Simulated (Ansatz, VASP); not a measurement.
**One calculation of SbPt, two programs**

```
Sb Pt
1.0
     4.32481    0.00000    0.00000
    -2.16240    3.74539    0.00000
     0.00000    0.00000    5.59451
Sb Pt
2 2
Direct
  0.33333 0.66667 0.25000
  0.66667 0.33333 0.75000
  0.00000 0.00000 0.00000
  0.00000 0.00000 0.50000
```

Alike in both runs: functional PBEsol; k mesh 12 × 12 × 8; occupations gaussian, width 0.1 eV; no spin polarisation.

Ansatz relaxed the structure, and its values are those at the end. VASP's run is a single point on that final structure, the one shown.

```csv
,VASP,Ansatz
version,VASP 6.6.1,Ansatz 0.2.0
potentials or method,"VASP PAW PBE potentials, release 64 (Sb, Pt)","scalar-relativistic, plane waves, PAW"
plane-wave cutoff (eV),520,420
valence electrons in the cell,30,66
```

|  | VASP | Ansatz | Ansatz less VASP |
| --- | --- | --- | --- |
| gap on the k mesh at the Fermi level (eV) | none | none | - |
| pressure (GPa) | -10.7 | -10.5 | +0.21 |

A gap of «none» marks a metal or a gap that the smearing closes. The two sets of potentials don't hold the same shells in valence.

Caveats: the PAW data sets were made with another functional, which shifts forces and pressure a little (VASP). Spin-orbit coupling is left out, which matters for the levels of Pt, Sb.
